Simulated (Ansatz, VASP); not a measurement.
# Two plane-wave programs on Ca

```
Ca
1.0
     0.00000    2.79420    2.79420
     2.79420    0.00000    2.79420
     2.79420    2.79420    0.00000
Ca
1
Direct
  0.00000 0.00000 0.00000
```

Alike in both runs: task single point; functional PBE; k mesh 16 × 16 × 16; occupations gaussian, width 0.15 eV; no spin polarisation.

```csv
,VASP,Ansatz
version,VASP 6.6.1,Ansatz 0.2.0
potentials or method,"VASP PAW PBE potentials, release 64 (Ca_sv)","scalar-relativistic, plane waves, PAW"
plane-wave cutoff (eV),520,420
valence electrons in the cell,10,10
```

|  | VASP | Ansatz | Ansatz less VASP |
| --- | --- | --- | --- |
| gap on the k mesh at the Fermi level (eV) | none | none | - |
| pressure (GPa) | -0.6 | -0.6 | 0.00 |

A gap of «none» marks a metal or a gap that the smearing closes.
